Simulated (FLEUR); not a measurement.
# TiAl (Pm-3m) in FLEUR: a series of runs, part 2 of 2

FLEUR MaX-R8.1 (later development tree). The steps go on from the part before.

### 3 Equation of state, PBE, 15.42 Å³/atom (volume scaled by 0.96)

Input file inp.xml:

```xml
<?xml version="1.0" encoding="UTF-8" standalone="no"?>
<fleurInput fleurInputVersion="0.39">
   <comment>
      TiAl                                                                                                
   </comment>
   <calculationSetup>
      <cutoffs Kmax="3.8" Gmax="11.8" GmaxXC="11.8" numbands="0"/>
      <scfLoop itmax="60" minDistance="0.00001" maxIterBroyd="15" imix="Anderson" alpha="0.05" precondParam="0.0" spinf="2.0" sdNocoIR="T"/>
      <coreElectrons ctail="T" frcor="F" kcrel="0" coretail_lmax="0"/>
      <xcFunctional name="pbe" relativisticCorrections="F"/>
      <magnetism jspins="1"/>
      <soc l_soc="F" theta="0.0" phi="0.0" spav="F"/>
      <expertModes spex="0" secvar="F"/>
      <geometryOptimization l_f="F" forcealpha="1.0" forcemix="BFGS" epsdisp="0.0005" epsforce="0.0002"/>
      <ldaU l_linMix="F" mixParam="0.05" spinf="1.0"/>
   </calculationSetup>
   <cell>
      <bzIntegration valenceElectrons="23.0" mode="hist" fermiSmearingEnergy="0.00183747">
         <kPointListSelection listName="default-1"/>
         <!-- k-points included here -->
         <xi:include xmlns:xi="http://www.w3.org/2001/XInclude" href="kpts.xml"> </xi:include>
      </bzIntegration>
      <!-- symmetry operations included here -->
      <xi:include xmlns:xi="http://www.w3.org/2001/XInclude" href="sym.xml"> </xi:include>
      <bulkLattice scale="0.9864848297">
         <bravaisMatrix>
            <row-1>    6.0075602925753735     0.0000000000000000     0.0000000000000000</row-1>
            <row-2>    0.0000000000000000     6.0075602925753735     0.0000000000000000</row-2>
            <row-3>    0.0000000000000000     0.0000000000000000     6.0075602925753735</row-3>
         </bravaisMatrix>
      </bulkLattice>
   </cell>
   <atomSpecies>
      <species name="Titanium (Ti)" element="Ti" atomicNumber="22">
         <mtSphere radius="2.48" gridPoints="847" logIncrement="0.014"/>
         <atomicCutoffs lmax="10" lnonsphr="8"/>
         <electronConfig flipSpins="F">
            <coreConfig>(1s1/2) (2s1/2) (2p1/2) (2p3/2)</coreConfig>
            <valenceConfig>(3s1/2) (3p1/2) (3p3/2) (4s1/2) (3d3/2) (3d5/2)</valenceConfig>
            <stateOccupation state="(3d3/2)" spinUp="0.400000" spinDown="0.400000"/>
            <stateOccupation state="(3d5/2)" spinUp="0.600000" spinDown="0.600000"/>
         </electronConfig>
         <energyParameters s="4" p="4" d="3" f="4"/>
         <lo type="SCLO" l="0" n="3" eDeriv="0"/>
         <lo type="SCLO" l="1" n="3" eDeriv="0"/>
         <lo type="SCLO" l="1" n="3" eDeriv="1"/>
         <lo type="SCLO" l="2" n="3" eDeriv="2"/>
         <lo type="SCLO" l="3" n="4" eDeriv="2"/>
      </species>
      <species name="Aluminum (Al)" element="Al" atomicNumber="13">
         <mtSphere radius="2.19" gridPoints="747" logIncrement="0.015"/>
         <atomicCutoffs lmax="9" lnonsphr="7"/>
         <electronConfig flipSpins="F">
            <coreConfig>(1s1/2)</coreConfig>
            <valenceConfig>(2s1/2) (2p1/2) (2p3/2) (3s1/2) (3p1/2) (3p3/2)</valenceConfig>
            <stateOccupation state="(3p1/2)" spinUp="0.166667" spinDown="0.166667"/>
            <stateOccupation state="(3p3/2)" spinUp="0.333333" spinDown="0.333333"/>
         </electronConfig>
         <energyParameters s="3" p="3" d="3" f="4"/>
         <lo type="SCLO" l="0" n="2" eDeriv="0"/>
         <lo type="SCLO" l="1" n="2" eDeriv="0"/>
         <lo type="SCLO" l="2" n="3" eDeriv="2"/>
         <lo type="SCLO" l="3" n="4" eDeriv="2"/>
      </species>
   </atomSpecies>
   <atomGroups>
      <atomGroup species="Titanium (Ti)">
         <relPos label="                   1">.0000000000 .0000000000 .0000000000</relPos>
         <force calculate="T" relaxXYZ="TTT"/>
      </atomGroup>
      <atomGroup species="Aluminum (Al)">
         <relPos label="                   2">1.000/2.000 1.000/2.000 1.000/2.000</relPos>
         <force calculate="T" relaxXYZ="TTT"/>
      </atomGroup>
   </atomGroups>
   <output dos="F" band="F" slice="F">
      <checks vchk="F" cdinf="F"/>
      <bandDOS minEnergy="-.5*Htr" maxEnergy="0.5*Htr" sigma="0.015" storeEVData="T"/>
      <vacuumDOS vacdos="F" integ="F" star="F" nstars="0" locx1="0.0" locy1="0.0" locx2="0.0" locy2="0.0" nstm="0" tworkf="0.0"/>
      <unfoldingBand unfoldBand="F" supercellX="1" supercellY="1" supercellZ="1"/>
      <plotting iplot="0" polar="F">
         <plot TwoD="T" vec1="  1.0  0.0  0.0" vec2="  0.0  1.0  0.0" vec3="  0.0  0.0  1.0" zero="  0.0  0.0  0.0" file="plot"/>
      </plotting>
      <chargeDensitySlicing numkpt="0" minEigenval="0.0" maxEigenval="0.0" nnne="0" pallst="F"/>
      <specialOutput eonly="F"/>
      <moessbauerParams electricFieldGradient="T" isomerShift="T" coreHyperfine="T" valenceHyperfine="T"/>
      <magneticCircularDichroism mcd="F" energyLo="-10.0" energyUp="0.0"/>
   </output>
  <!-- We include the file relax.xml here to enable relaxations (see documentation) -->
  <xi:include xmlns:xi="http://www.w3.org/2001/XInclude" href="relax.xml"> <xi:fallback/> </xi:include>
</fleurInput>
```

Potentials or basis: all-electron, FLAPW.

Run with:

```
$ inpgen -f crystal.txt -profile fastHighL
$ # inp.xml edited to the form shown
$ fleur_MPI
```

It took 20 s on 1 thread of Arm Neoverse V1, shared host; peak memory 0.07 GiB.

The run converged. Its results:

```yaml
Free_energy: -29841.6194 eV
Band_gap_on_the_k_mesh: none (metal or under the smearing width)
Valence_electrons_inside_the_program's_atomic_spheres: Ti 10.63; Al 9.31 (radii Ti 2.48, Al 2.19 bohr)
```

Caveat: the plane-wave cutoff is short for the semicore states, which can make moduli rough.

### 4 Equation of state, PBE, 15.74 Å³/atom (volume scaled by 0.98)

inp.xml: that of step 3 with these lines changed.

```diff
@@ -24,3 +24,3 @@
       <xi:include xmlns:xi="http://www.w3.org/2001/XInclude" href="sym.xml"> </xi:include>
-      <bulkLattice scale="0.9864848297">
+      <bulkLattice scale="0.9932883884">
          <bravaisMatrix>
```

Run with:

```
$ inpgen -f crystal.txt -profile fastHighL
$ # inp.xml edited to the form shown
$ fleur_MPI
```

Wall time 20 s (1 thread of Arm Neoverse V1, shared host); peak memory 0.07 GiB.

The run converged. Its results:

```
Free energy                                           : -29841.6376 eV
Band gap on the k mesh                                : none (metal or under the smearing width)
Valence electrons inside the program's atomic spheres : Ti 10.59; Al 9.29 (radii Ti 2.48, Al 2.19 bohr)
```

Caveat: the plane-wave cutoff is short for the semicore states, which can make moduli rough.

### 5 Equation of state, PBE, 16.06 Å³/atom

inp.xml: that of step 4 with these lines changed.

```diff
@@ -24,3 +24,3 @@
       <xi:include xmlns:xi="http://www.w3.org/2001/XInclude" href="sym.xml"> </xi:include>
-      <bulkLattice scale="0.9932883884">
+      <bulkLattice scale="1.0000000000">
          <bravaisMatrix>
```

Run with:

```
$ inpgen -f crystal.txt -profile fastHighL
$ # inp.xml edited to the form shown
$ fleur_MPI
```

Run time: 20 s. Hardware: 1 thread of Arm Neoverse V1, shared host; peak memory 0.07 GiB.

It converged, with:

| Quantity | Value |
| --- | --- |
| Free energy | -29841.6456 eV |
| Band gap on the k mesh | none (metal or under the smearing width) |
| Valence electrons inside the program's atomic spheres | Ti 10.56; Al 9.27 (radii Ti 2.48, Al 2.19 bohr) |

Caveat: the plane-wave cutoff is short for the semicore states, which can make moduli rough.

### 6 Equation of state, PBE, 16.39 Å³/atom (volume scaled by 1.02)

inp.xml: that of step 5 with these lines changed.

```diff
@@ -24,3 +24,3 @@
       <xi:include xmlns:xi="http://www.w3.org/2001/XInclude" href="sym.xml"> </xi:include>
-      <bulkLattice scale="1.0000000000">
+      <bulkLattice scale="1.0066227096">
          <bravaisMatrix>
```

Potentials or basis: all-electron, FLAPW.

Run with:

```
$ inpgen -f crystal.txt -profile fastHighL
$ # inp.xml edited to the form shown
$ fleur_MPI
```

Run time: 21 s. Hardware: 1 thread of Arm Neoverse V1, shared host; peak memory 0.07 GiB.

Results (log left out):

```yaml
Free_energy: -29841.6447 eV
Band_gap_on_the_k_mesh: none (metal or under the smearing width)
Valence_electrons_inside_the_program's_atomic_spheres: Ti 10.54; Al 9.25 (radii Ti 2.48, Al 2.19 bohr)
```

Caveat: the plane-wave cutoff is short for the semicore states, which can make moduli rough.

### 7 Equation of state, PBE, 16.71 Å³/atom (volume scaled by 1.04)

inp.xml: that of step 6 with these lines changed.

```diff
@@ -24,3 +24,3 @@
       <xi:include xmlns:xi="http://www.w3.org/2001/XInclude" href="sym.xml"> </xi:include>
-      <bulkLattice scale="1.0066227096">
+      <bulkLattice scale="1.0131594038">
          <bravaisMatrix>
```

Run with:

```
$ inpgen -f crystal.txt -profile fastHighL
$ # inp.xml edited to the form shown
$ fleur_MPI
```

Run time: 21 s. Hardware: 1 thread of Arm Neoverse V1, shared host; peak memory 0.07 GiB.

It converged, with:

| Item | Value |
| --- | --- |
| Free energy | -29841.6352 eV |
| Band gap on the k mesh | none (metal or under the smearing width) |
| Valence electrons inside the program's atomic spheres | Ti 10.51; Al 9.24 (radii Ti 2.48, Al 2.19 bohr) |

Caveat: the plane-wave cutoff is short for the semicore states, which can make moduli rough.

### 8 Equation of state, PBE, 17.03 Å³/atom (volume scaled by 1.06)

inp.xml: that of step 7 with these lines changed.

```diff
@@ -24,3 +24,3 @@
       <xi:include xmlns:xi="http://www.w3.org/2001/XInclude" href="sym.xml"> </xi:include>
-      <bulkLattice scale="1.0131594038">
+      <bulkLattice scale="1.0196128224">
          <bravaisMatrix>
```

Run with:

```
$ inpgen -f crystal.txt -profile fastHighL
$ # inp.xml edited to the form shown
$ fleur_MPI
```

Wall time 19 s (1 thread of Arm Neoverse V1, shared host); peak memory 0.07 GiB.

Results (log left out):

* Free energy: -29841.6181 eV
* Band gap on the k mesh: none (metal or under the smearing width)
* Valence electrons inside the program's atomic spheres: Ti 10.48; Al 9.22 (radii Ti 2.48, Al 2.19 bohr)

Caveat: the plane-wave cutoff is short for the semicore states, which can make moduli rough.

### 9 Equation of state, PBE

Potentials or basis: all-electron, FLAPW.

This step only gathers the single runs of the series.

Results:

* Equilibrium volume: 16.18 Å³/atom
* Bulk modulus: 111 GPa

Energy against volume, from the lowest point:
```csv
volume (Å³/atom),energy (meV/atom)
15.101,27.79
15.422,13.05
15.743,3.98
16.065,0.00
16.386,0.45
16.707,5.19
17.028,13.70
```

Caveat: the plane-wave cutoff is short for the semicore states, which can make moduli rough.
